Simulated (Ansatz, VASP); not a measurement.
**Two plane-wave programs on BeS**

INCAR

```
SYSTEM = BeS
PREC = Accurate ; ENCUT = 520
EDIFF = 1E-6 ; ISMEAR = -1
SIGMA = 0.02 ; LREAL = .FALSE.
LASPH = .TRUE. ; NELM = 60
ALGO = Normal ; ISIF = 2
LWAVE = .FALSE. ; LCHARG = .FALSE.
GGA = PE ; NBANDS = 11
```

Contents of KPOINTS:

```
regular mesh
0
G
  10 10 10
  0 0 0
```

The input POSCAR:

```
BeS
1.0
    0.0000000000      2.4708208238      2.4708208238
    2.4708208238      0.0000000000      2.4708208238
    2.4708208238      2.4708208238      0.0000000000
Be S
1 1
Direct
    0.0000000000      0.0000000000      0.0000000000
    0.2500000000      0.2500000000      0.2500000000
```

Input for Ansatz:

```yaml
crystal:
  lattice:
    - [0.0, 2.4708208238, 2.4708208238]
    - [2.4708208238, 0.0, 2.4708208238]
    - [2.4708208238, 2.4708208238, 0.0]
  atoms:
    - { symbol: Be, position: [0.0, 0.0, 0.0] }
    - { symbol: S, position: [0.25, 0.25, 0.25] }
kpoints:
  mp_grid: { grid: [10, 10, 10] }
  band_path:
    path:
      - [0.0, 0.0, 0.0]
      - [-0.5, -0.5, 0.0]
      - [-0.375, -0.375, 0.25]
      - [-0.375, 0.0, 0.375]
      - [0.0, 0.0, 0.5]
      - [-0.5, -0.25, 0.25]
      - [-0.0375, 0.0, 0.0375]
      - [0.0, 0.5, 0.5]
    npoints: 1
hamiltonian:
  xc: pbe
scf:
  occupations: { method: fermi_dirac, width: 0.02 }
  n_extra_bands: 4
output:
  forces: true
  stress: true
  eigenvalues: true
  write_density: true
  write_potential: true
  elf: true
  volumetric_format: npy
```

Change from the starting cell: hydrostatic strain +1.5%.

Alike in both runs: task single point; functional PBE; k mesh 10 × 10 × 10; occupations fermi-dirac, width 0.02 eV; no spin polarisation.

```csv
,VASP,Ansatz
version,VASP 6.6.1,Ansatz 0.2.0
potentials or method,"VASP PAW PBE potentials, release 64 (Be, S)","plane waves, PAW"
plane-wave cutoff (eV),520,420
valence electrons in the cell,8,8
```

VASP gave:

```
gap on the k mesh at the Fermi level (eV) : 3.23
pressure (GPa)                            : -3.4
```

Problem. Which values does Ansatz return?

Solution. gap on the k mesh at the Fermi level (eV): 3.23; pressure (GPa): -3.5.

A k mesh can miss the band edges.
